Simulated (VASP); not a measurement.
Output of a VASP run:

OSZICAR:
```
       N       E                     dE             d eps       ncg     rms          rms(c)
DAV:   1     0.630369930002E+02    0.63037E+02   -0.88083E+03  1344   0.127E+03
DAV:   2    -0.271410319306E+02   -0.90178E+02   -0.84137E+02  1740   0.282E+02
DAV:   3    -0.306042622378E+02   -0.34632E+01   -0.34478E+01  1764   0.593E+01
DAV:   4    -0.306324099517E+02   -0.28148E-01   -0.28124E-01  1592   0.597E+00
DAV:   5    -0.306327809044E+02   -0.37095E-03   -0.37088E-03  1744   0.607E-01    0.905E+00
DAV:   6    -0.284658059152E+02    0.21670E+01   -0.75325E+00  1556   0.248E+01    0.289E+00
DAV:   7    -0.284538124067E+02    0.11994E-01   -0.14200E-01  1592   0.383E+00    0.185E+00
DAV:   8    -0.284623395890E+02   -0.85272E-02   -0.40610E-02  1412   0.289E+00    0.266E-01
DAV:   9    -0.284612840801E+02    0.10555E-02   -0.29771E-03  1760   0.548E-01    0.700E-02
DAV:  10    -0.284616053987E+02   -0.32132E-03   -0.78791E-04  1492   0.239E-01    0.492E-02
DAV:  11    -0.284615714568E+02    0.33942E-04   -0.16124E-04  1708   0.119E-01    0.390E-03
DAV:  12    -0.284615713510E+02    0.10581E-06   -0.39636E-06  1580   0.219E-02    0.192E-03
DAV:  13    -0.284615714443E+02   -0.93322E-07   -0.11290E-06  1628   0.102E-02    0.174E-03
DAV:  14    -0.284615713711E+02    0.73202E-07   -0.12741E-07  1052   0.358E-03
   1 F= -.28461571E+02 E0= -.28461571E+02  d E =0.000000E+00
```

**OUTCAR**
```
------------------------ aborting loop because EDIFF is reached ----------------------------------------
  FORCE on cell =-STRESS in cart. coord.  units (eV):
  Direction    XX          YY          ZZ          XY          YZ          ZX
  --------------------------------------------------------------------------------------
  Total       -0.0016170     -0.0016170      0.0338055      0.0000000     -0.0000000      0.0000000
  in kB       -0.0922119     -0.0922120      1.9277736      0.0000000     -0.0000000      0.0000000
  external PRESSURE =       0.5811166 kB  Pullay stress =       0.0000000 kB
  volume of cell :       28.10
      direct lattice vectors                 reciprocal lattice vectors
     1.356890891 -2.350204380  0.000000000     0.368489466 -0.212747455  0.000000000
     1.356890891  2.350204380  0.000000000     0.368489466  0.212747455  0.000000000
     0.000000000  0.000000000  4.405159217     0.000000000  0.000000000  0.227006551
 POSITION                                       TOTAL-FORCE (eV/Angst)
 -----------------------------------------------------------------------------------
      1.35689     -0.78340      2.20275        -0.000000      0.000000      0.003003
      1.35689      0.78340      0.00017        -0.000000     -0.000000      0.003003
      1.35689     -0.78340      3.86756         0.000000      0.000000     -0.003003
      1.35689      0.78340      1.66498        -0.000000     -0.000000     -0.003003
 -----------------------------------------------------------------------------------
    total drift:                                0.000000      0.001592      0.000741
  FREE ENERGIE OF THE ION-ELECTRON SYSTEM (eV)
  ---------------------------------------------------
  free  energy   TOTEN  =       -28.4615713711 eV

  energy  without entropy=      -28.4615713711  energy(sigma->0) =      -28.46157137

 total charge

# of ion       s       p       d       tot
------------------------------------------
    1        0.427   0.803   0.000   1.230
    2        0.427   0.803   0.000   1.230
    3        1.541   3.658   0.000   5.199
    4        1.541   3.658   0.000   5.199
--------------------------------------------------
tot          3.937   8.922   0.000  12.858

 Electric field gradients after diagonalization (V/A^2)
 (convention: |V_zz| > |V_xx| > |V_yy|)
----------------------------------------------------------------------
 ion       V_xx      V_yy      V_zz     asymmetry (V_yy - V_xx)/ V_zz
----------------------------------------------------------------------
   1      -0.230    -0.230     0.460       0.000
   2      -0.230    -0.230     0.460       0.000
   3      -0.604    -0.601     1.206       0.002
   4      -0.604    -0.602     1.206       0.002
```
(Selected blocks of OUTCAR.)

**POSCAR**
```
BeO
1
    1.3568908914    -2.3502043804     0.0000000000
    1.3568908914     2.3502043804     0.0000000000
    0.0000000000     0.0000000000     4.4051592171
Be O
2 2
Direct
  0.6666670000   0.3333330000   0.5000376323
  0.3333330000   0.6666670000   0.0000376323
  0.6666670000   0.3333330000   0.8779623677
  0.3333330000   0.6666670000   0.3779623677
```

**Question.** Write an INCAR and KPOINTS that could have produced this output.

**Answer.** Several could match; the one computed here: the input of the run itself, PBE GGA, plane waves, VASP's PBE PAW potentials (set 64).

File KPOINTS:
```
K-points
0
Gamma
  10 10 6
0 0 0
```

### INCAR
```
SYSTEM  =  BeO
PREC  =  Accurate; ENCUT  =  520; LREAL  =  F
LASPH  =  T
EDIFF  =  1E-7; NELM  =  100; ALGO  =  Normal
ISMEAR  =  -5
GGA  =  PE
ISIF  =  2
LWAVE  =  F; LCHARG  =  T; LORBIT  =  11
NEDOS  =  601
LEFG  =  T
```

POTCAR, in this order: Be O (PBE.64 set). Program: vasp_std.

The compound is BeO in the wurtzite structure. It was relaxed first.
